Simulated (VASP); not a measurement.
# Co (P6_3/mmc) in VASP: notebook

Runs on Co. Level: PBE. Tasks: single point.

All numbers are computed with VASP 6.6.1; they aren't measurements. Logs are shortened: lines on timing, memory, paths and dates and some standing lists are left out, and cuts for length are marked.

**1. The undisturbed crystal**

The structure is hexagonal, space group P6_3/mmc (No. 194). Conventional cell: a = 2.472 Å, b = 2.472 Å, c = 4.021 Å, α = 90.00°, β = 90.00°, γ = 120.00°. Co (site symmetry -6m2) has 12 Co at 2.47 Å as nearest neighbours.

**2. Single point, PBE, collinear spin, ferromagnetic start (grid = ENCUT=460 dk=0.35 cell=2x2x1 ISMEAR=1 SIGMA=0.1 LREAL=Auto EDIFF=1e-06)**

The input, INCAR:

```
PREC     = Accurate       # precision mode
ENCUT    = 460            # plane-wave cutoff, eV
EDIFF    = 1E-6           # SCF threshold, eV
ISMEAR   = 1              # smearing method
SIGMA    = 0.1            # smearing width, eV
LREAL    = Auto         
LASPH    = T              # aspherical terms in the spheres
NELM     = 120            # most SCF steps
ALGO     = Fast           # electronic algorithm
ISIF     = 2              # what is computed and relaxed
LWAVE    = F              # write WAVECAR
LCHARG   = F              # write CHGCAR
ISPIN    = 2              # spin polarisation
MAGMOM   = 2 2 2 2 2 2 2  # initial moments
LORBIT   = 11             # projections on sites
LMAXMIX  = 4              # l up to which the mixer works
GGA      = PE             # functional
NBANDS   = 40             # bands
```

The input, KPOINTS:

```
Automatic mesh
0
Gamma
  5 5 5
```

The input, POSCAR:

```
Co
1.0
    4.9439998064      0.0000000000      0.0000000000
   -2.4719999032      4.2816294286      0.0000000000
    0.0000000000      0.0000000000      4.0211440800
Co
7
Direct
    0.3333333334      0.6666666666      0.7500000000
    0.8333333333      0.1666666666      0.7500000000
    0.8333333333      0.6666666666      0.7500000000
    0.1666666666      0.3333333334      0.2500000000
    0.1666666666      0.8333333333      0.2500000000
    0.6666666666      0.3333333334      0.2500000000
    0.6666666666      0.8333333333      0.2500000000
```

Potentials or basis: VASP PAW PBE potentials, release 64 (Co).

Launch:

```console
cat potpaw_PBE.64/Co/POTCAR > POTCAR
mpirun -np 1 vasp_std > vasp.out
```

OUTCAR:

```text
PREC = Accurate
   ENCUT = 460
   EDIFF = 1E-6
   ISMEAR = 1
   LREAL = Auto
   LASPH = T
   NELM = 120
   ISIF = 2
   ISPIN = 2
   LORBIT = 11
   GGA = PE

 Found     15 irreducible k-points:

 Following reciprocal coordinates:
            Coordinates               Weight
  0.000000  0.000000  0.000000      1.000000
  0.200000  0.000000  0.000000      6.000000
  0.400000  0.000000  0.000000      6.000000
  0.200000  0.200000  0.000000      6.000000
  0.400000  0.200000  0.000000      6.000000
  0.000000  0.000000  0.200000      2.000000
   k-points           NKPTS =     15   k-points in BZ     NKDIM =     15   number of bands    NBANDS=     40
   number of dos      NEDOS =    301   number of ions     NIONS =      7
   total plane-waves  NPLWV =  36288
   dimension x,y,z NGX =    36 NGY =   36 NGZ =   28
   dimension x,y,z NGXF=    72 NGYF=   72 NGZF=   56
   ions per type =               7
   NGX,Y,Z   is equivalent  to a cutoff of  12.11, 12.11, 11.58 a.u.
   NGXF,Y,Z  is equivalent  to a cutoff of  24.21, 24.21, 23.15 a.u.
 SYSTEM =  unknown system
   PREC   = accura    normal or accurate (medium, high low for compatibility)
   ISTART =      0    job   : 0-new  1-cont  2-samecut
   ICHARG =      2    charge: 1-file 2-atom 10-const
   ISPIN  =      2    spin polarized calculation?
   LNONCOLLINEAR =      F non collinear calculations
   LSORBIT =      F    spin-orbit coupling
   LASPH  =      T    aspherical Exc in radial PAW
   ENCUT  =  460.0 eV  33.81 Ry    5.81 a.u.   8.65  8.65  7.03*2*pi/ulx,y,z
   NELM   =    120;   NELMIN=  2; NELMDL= -5     # of ELM steps
   EDIFF  = 0.1E-05   stopping-criterion for ELM
   LREAL  =      T    real-space projection
   EDIFFG = 0.1E-04   stopping-criterion for IOM
   NSW    =      0    number of steps for IOM
   IBRION =     -1    ionic relax: 0-MD 1-quasi-New 2-CG
   NFREE  =      0    steps in history (QN), initial steepest desc. (CG)
   ISIF   =      2    stress and relaxation
   ISYM   =      2    0-nonsym 1-usesym 2-fastsym
   POTIM  = 0.5000    time-step for ionic-motion
   TEBEG  =    0.0;   TEEND  =   0.0 temperature during run
   PSTRESS=    0.0 pullay stress
   NELECT =      63.0000    total number of electrons
   NUPDOWN=      -1.0000    fix difference up-down
   EMIN   =  10.00;   EMAX   =-10.00  energy-range for DOS
   EFERMI =   0.00;   METHOD = LEGACY
   ISMEAR =     1;   SIGMA  =   0.10  broadening in eV -4-tet -1-fermi 0-gaus
   EFERMI_NEDOS =   21; number of points for ismear=-14 and -15
   IALGO  =     68    algorithm
   IMIX   =      4    mixing-type and parameters
     AMIX     =   0.40;   BMIX     =  1.00
     AMIX_MAG =   1.60;   BMIX_MAG =  1.00
  volume/ion in A,a.u.               =      12.16        82.06
  Fermi-wavevector in a.u.,A,eV,Ry     =   1.480844  2.798389 29.836200  2.192899
  Thomas-Fermi vector in A             =   2.594828
   LORBIT       =     11    0 simple, 1 ext, 2 COOP (PROOUT), +10 PAW based schemes
   GGA     = PE    functional components
   LHFCALC =     F    Hartree Fock is set to
   AEXX    =    0.0000 exact exchange contribution
   IVDW    =     0    specifies the selected vdW correction
   LEPSILON=     F    determine dielectric tensor
[... 19 lines left out ...]
  energy without entropy =      -47.46043240  energy(sigma->0) =      -47.45892999

 E-fermi :   8.7134     XC(G=0): -12.6218

 val. band max:        8.6992601700   @ k =   0.4000   0.0000   0.2000
 cond. band min:       8.7179943574   @ k =   0.2000   0.0000   0.2000
 fundamental gap:      0.0187341874
 Fermi energy:         8.7134310562

 spin component 1

 k-point     1 :       0.0000    0.0000    0.0000
  band No.  band energies     occupation
      1       0.3438      1.00000
      2       3.6666      1.00000
      3       3.9628      1.00000
      4       3.9628      1.00000
      5       4.1575      1.00000
      6       4.3352      1.00000
[... 247 lines left out ...]
     39      10.2406     -0.00000
     40      10.2406     -0.00000

 [... further k-points ...]

 spin component 2

 k-point     1 :       0.0000    0.0000    0.0000
  band No.  band energies     occupation
      1       0.3880      1.00000
      2       4.7838      1.00000
      3       5.0454      1.00000
      4       5.0454      1.00000
      5       5.3736      1.00000
      6       5.5639      1.00000
[... 247 lines left out ...]
     39      11.1117      0.00000
     40      11.1117      0.00000

 [... further k-points ...]

------------------------ aborting loop because EDIFF is reached ----------------------------------------

  FORCE on cell =-STRESS in cart. coord.  units (eV):
  Direction    XX          YY          ZZ          XY          YZ          ZX
  --------------------------------------------------------------------------------------
  -------------------------------------------------------------------------------------
  Total       -1.1628243     -1.1628243     -3.0447504      0.0000000      0.0000000      0.0000000
  in kB      -21.8870643    -21.8870643    -57.3093020      0.0000000      0.0000000      0.0000000
  external PRESSURE =     -33.6944768 kB  Pullay stress =       0.0000000 kB

 VOLUME and BASIS-vectors are now :
 -----------------------------------------------------------------------------
  energy-cutoff  :      460.00
  volume of cell :       85.12
      direct lattice vectors                 reciprocal lattice vectors
     4.943999806  0.000000000  0.000000000     0.202265380  0.116777972  0.000000000
    -2.471999903  4.281629429  0.000000000     0.000000000  0.233555943  0.000000000
     0.000000000  0.000000000  4.021144080     0.000000000  0.000000000  0.248685444

 POSITION                                       TOTAL-FORCE (eV/Angst)
 -----------------------------------------------------------------------------------
      0.00000      2.85442      3.01586        -0.258432     -0.149206      0.000000
      3.70800      0.71360      3.01586        -0.000000      0.298412      0.000000
      2.47200      2.85442      3.01586         0.258432     -0.149206     -0.000000
     -0.00000      1.42721      1.00529         0.457112     -0.263914     -0.000000
     -1.23600      3.56802      1.00529        -0.000000      0.527828      0.000000
      2.47200      1.42721      1.00529        -0.457112     -0.263914     -0.000000
      1.23600      3.56802      1.00529         0.000000     -0.000000      0.000000
 -----------------------------------------------------------------------------------
    total drift:                               -0.000000      0.000000     -0.000000

  FREE ENERGIE OF THE ION-ELECTRON SYSTEM (eV)
  ---------------------------------------------------
  free  energy   TOTEN  =       -47.4581787891 eV

  energy  without entropy=      -47.4604323952  energy(sigma->0) =      -47.45892999

 total charge

# of ion       s       p       d       tot
------------------------------------------
    1        0.487   0.466   7.233   8.187
    2        0.487   0.466   7.233   8.187
    3        0.487   0.466   7.233   8.187
    4        0.488   0.460   7.242   8.190
    5        0.488   0.460   7.242   8.190
    6        0.488   0.460   7.242   8.190
    7        0.511   0.550   7.278   8.338
--------------------------------------------------
tot          3.438   3.329  50.704  57.470

 magnetization (x)

# of ion       s       p       d       tot
------------------------------------------
    1       -0.009  -0.043   1.832   1.779
    2       -0.009  -0.043   1.832   1.779
    3       -0.009  -0.043   1.832   1.779
    4       -0.012  -0.039   1.788   1.738
    5       -0.012  -0.039   1.788   1.738
    6       -0.012  -0.039   1.788   1.738
    7       -0.014  -0.061   1.610   1.535
--------------------------------------------------
tot         -0.077  -0.307  12.470  12.087
```

stdout:

```text
POSCAR found type information on POSCAR Co
 POSCAR found :  1 types and       7 ions
 scaLAPACK will be used
 -----------------------------------------------------------------------------
|                                                                             |
|                                                                             |
|     You have a (more or less) 'small supercell' and for smaller cells       |
|     it is recommended to use the reciprocal-space projection scheme!        |
|     The real-space optimization is not efficient for small cells and it     |
|     is also less accurate ...                                               |
|     Therefore, set LREAL=.FALSE. in the INCAR file.                         |
|                                                                             |
 -----------------------------------------------------------------------------

 LDA part: xc-table for (Slater+PW92), standard interpolation
 POSCAR, INCAR and KPOINTS ok, starting setup
 FFT: planning ... GRIDC
 FFT: planning ... GRID_SOFT
 FFT: planning ... GRID
 WAVECAR not read
 entering main loop
```

Run time: 93 s. Hardware: 1 thread of Intel Xeon 6975P-C (Granite Rapids), shared host; peak memory 0.24 GiB.

The run converged, but some of its settings lie outside the range that counts as converged, so its numbers aren't taken as properties of the crystal.

What came out:

* Free energy: -47.4582 eV
* Pressure: -3.4 GPa
* Largest force: 0.528 eV/Å
* Band gap on the k mesh: none (metal or under the smearing width)
* Net moment: 11.95 μB per cell
* Site moments: Co +1.78, +1.74, +1.53 μB
* Valence electrons inside the program's atomic spheres: Co 8.19, 8.34

**3. Single point, PBE, collinear spin, ferromagnetic start (grid = ENCUT=520 dk=0.35 cell=2x2x1 ISMEAR=1 SIGMA=0.1 LREAL=Auto EDIFF=1e-06)**

Edit INCAR of step 2 so:

```diff
@@ -1,3 +1,3 @@
 PREC     = Accurate       # precision mode
-ENCUT    = 460            # plane-wave cutoff, eV
+ENCUT    = 520            # plane-wave cutoff, eV
 EDIFF    = 1E-6           # SCF threshold, eV
```

KPOINTS is that of step 2.

POSCAR is that of step 2.

Potentials or basis: VASP PAW PBE potentials, release 64 (Co).

Launch:

```console
cat potpaw_PBE.64/Co/POTCAR > POTCAR
mpirun -np 1 vasp_std > vasp.out
```

Run time: 2.3 min. Hardware: 1 thread of Intel Xeon 6975P-C (Granite Rapids), shared host; peak memory 0.28 GiB.

The run converged, but some of its settings lie outside the range that counts as converged, so its numbers aren't taken as properties of the crystal.

Results:

```yaml
Free_energy: -47.4586 eV
Pressure: -3.3 GPa
Largest_force: 0.528 eV/Å
Band_gap_on_the_k_mesh: none (metal or under the smearing width)
Net_moment: 11.95 μB per cell
Site_moments: Co +1.78, +1.74, +1.53 μB
Valence_electrons_inside_the_program's_atomic_spheres: Co 8.19, 8.34
```

**4. The reference run**

An earlier run on the cell as given: functional PBE; potentials or basis VASP PAW PBE potentials, release 64 (Co); cutoff 520 eV; k mesh 12 × 12 × 7; occupations fermi-dirac, width 0.05 eV; collinear spin, ferromagnetic start; starting moments [2.0, 2.0] μB.

* Pressure: 3.9 GPa
* Band gap on the k mesh: none (metal or under the smearing width)
* Net moment: 3.19 μB per cell
* Site moments: Co +1.61 μB
* Valence electrons inside the program's atomic spheres: Co 8.31
